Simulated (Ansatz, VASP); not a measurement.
# TaN in VASP and in Ansatz

```
Ta N
1.0
    -0.10418    2.12818    2.12818
     2.12818   -0.10418    2.12818
     2.12818    2.12818   -0.10418
Ta N
1 1
Direct
  0.50000 0.50000 0.50000
  0.00000 0.00000 0.00000
```

Alike in both runs: task single point; functional PBE; k mesh 20 × 20 × 20; occupations gaussian, width 0.15 eV; no spin polarisation.

```csv
,VASP,Ansatz
version,VASP 6.6.1,Ansatz 0.2.0
potentials or method,"VASP PAW PBE potentials, release 64 (Ta_pv, N)","scalar-relativistic, plane waves, PAW"
plane-wave cutoff (eV),520,420
valence electrons in the cell,16,18
```

```tsv
	VASP	Ansatz	Ansatz less VASP
gap on the k mesh at the Fermi level (eV)	none	none	-
pressure (GPa)	15.8	14.8	-0.95
largest component of the traceless stress (GPa)	3.57	3.59	+0.021
```

A gap of «none» marks a metal or a gap that the smearing closes. The two sets of potentials don't hold the same shells in valence.

Caveats: so large a pressure means that the cell lies far from this level's equilibrium, or that cutoff or potentials fall short (VASP). Spin-orbit coupling is left out, which matters for the levels of Ta.
